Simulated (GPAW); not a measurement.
Runs of GPAW 26.7.0 on KF (Carobbiite). Symmetry: Fm-3m, No. 225, cubic system. Conventional cell: a = 5.344 Å, b = 5.344 Å, c = 5.344 Å, α = 90.00°, β = 90.00°, γ = 90.00°. K (site symmetry m-3m) is surrounded by 6 F at 2.67 Å. F (site symmetry m-3m) is surrounded by 6 K at 2.67 Å. 

```csv
task,level,potentials or basis,spin,cell,convergence,optimizer,fmax,max steps,band path,gap on the mesh (eV),pressure (GPa)
relaxation of cell and atoms,RPBE+D4,"PAW data sets generated in the run's folder for this functional, pw",off,relaxed,density=1e-05 energy=1e-05,BFGS,0.01 eV/Å,60,-,6.16,0.0
single point,PBE,"GPAW PAW data sets (gpaw-data 1.2.1), pw",off,as given,-,-,-,-,-,6.18,0.6
band structure,RPBE+D3,"the program's PAW data sets (release 1.2.1) made for this functional, pw","collinear, ferromagnetic start",as given,-,-,-,-,"GXWKGLUWLK,UX",(a),3.2
single point,PBE,"GPAW PAW data sets (gpaw-data 1.2.1), pw",off,"atoms moved at random, drawn with an rms of 0.05 Å",-,-,-,-,-,6.18,0.6
```

Alike in all rows: k mesh 9 × 9 × 9; cutoff (eV) 800; smearing fermi-dirac 0.05 eV.

**Question.** Estimate the missing entries.

**Answer.** (a) 6.51.

Caveats: an odd mesh through Γ misses points on the zone boundary, where band edges often lie (some runs); later steps reuse the first step's grids (some runs).
